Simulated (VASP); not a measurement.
A run of VASP 6.6.1:

File INCAR:

```
SYSTEM = C
  ALGO = Normal
  DIPOL = 0.5 0.5 0.500
  EDIFF = 1E-6
  ENCUT = 520
  IDIPOL = 3
  ISIF = 2
  ISMEAR = 0
  LASPH = .TRUE.
  LCHARG = .TRUE.
  LDIPOL = .TRUE.
  LELF = .TRUE.
  LREAL = .FALSE.
  LVACPOTAV = .TRUE.
  LVHAR = .TRUE.
  LWAVE = .FALSE.
  NBANDS = 11
  NELM = 80
  PREC = Accurate
  SIGMA = 0.1
```

Contents of KPOINTS:

```
k-points
0
G
  21 21 1
  0 0 0
```

POSCAR

```
C
1.0
    2.2000000000      0.0000000000      0.0000000000
   -1.1000000000      1.9052558883      0.0000000000
    0.0000000000      0.0000000000     28.0000000000
C
2
Direct
    0.3333333333      0.6666666667      0.5127500000
    0.6666666667      0.3333333333      0.4872500000
```

Potentials or basis: VASP PAW LDA potentials, release 64 (C).

Run with:

```bash
$ cat potpaw_LDA.64/C/POTCAR > POTCAR
$ mpirun -np 1 vasp_std > vasp.out
```

Hardware: 1 thread of AMD EPYC 9R14 (Zen 4) (shared host).

Question: Estimate the wall time of this run.

Answer: Wall time 50 s on 1 thread of AMD EPYC 9R14 (Zen 4) (shared host), peak memory 0.17 GiB. Counts: scf iterations 20, k points 48.
